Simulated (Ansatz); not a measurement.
# How Ge stores the work of compression

Theory: DFT PBEsol, scalar-relativistic, plane waves, PAW (Ansatz 0.2.0). Settings: 420 eV cutoff, 12×12×12 k-mesh, Gaussian smearing of 0.10 eV, no spin polarisation.

The relaxed crystal:

```
CELL_PARAMETERS angstrom
0.00000 2.83743 2.83743
2.83743 0.00000 2.83743
2.83743 2.83743 0.00000
ATOMIC_POSITIONS crystal
Ge 0.50000 0.50000 0.50000
Ge 0.75000 0.75000 0.75000
```

Cell and atoms were relaxed at each target pressure within the start's symmetry (Fd-3m), at zero temperature; other phases can be more stable under pressure. H = E + PV with P the target; E is the free energy at the smearing used, whose derivative the pressure is, per atom and counted from zero pressure. The mesh named is that at zero pressure; some other pressures ran on another.

| P (GPa) | V (Å³/atom) | E − E0 (meV) | H − H0 (meV) |
| --- | --- | --- | --- |
| 0 | 22.844 | 0.0 | 0.0 |
| 1 | 22.544 | 0.9 | 141.6 |
| 4 | 21.680 | 14.0 | 555.2 |
| 12 | 20.058 | 92.3 | 1594.6 |
| 25 | 18.333 | 286.2 | 3146.9 |
| 50 | 16.297 | 748.6 | 5834.5 |
| 90 | 14.384 | 1563.4 | 9643.2 |

Q: Thermodynamics gives dH/dP = V along a relaxed path. Integrate V over P by the trapezoid rule and compare with the computed enthalpies.

A: With 1 eV/Å³ = 160.22 GPa, each step adds the mean volume times ΔP / 160.22:
```
P (GPa)  ∫V dP (meV) H − H0 (meV) difference (meV)
      1        141.6         141.6               0.0
      4        555.7         555.2               0.5
     12       1597.7        1594.6               3.1
     25       3155.2        3146.9               8.4
     50       5857.1        5834.5              22.5
     90       9687.0        9643.2              43.8
```

V(P) curves upward, so the trapezoid rule runs high; integrating a smooth curve through the same points (P as a polynomial of degree 4 in ln V) puts that excess at about 43.3 meV at 90 GPa, against the 43.8 meV found.

Q: At 90 GPa, how much of the enthalpy change is stored energy and how much is the PV term?

A: E rises by 1563 meV/atom and PV is 90 × 14.384 / 160.22 = 8080 meV/atom, so PV makes 84 % of ΔH. So between rival structures at high pressure a small difference in volume can outweigh the difference in energy: 1 % of this volume is worth 80.8 meV/atom at this pressure.

Q: What bulk modulus do the lowest pressures give?

A: From the pressures that the runs reached, -0.93 GPa (23.183 Å³) and 0.95 GPa (22.544 Å³), B = −ΔP/Δln V = 1.88 / 0.0280 = 67 GPa, a mean over that range.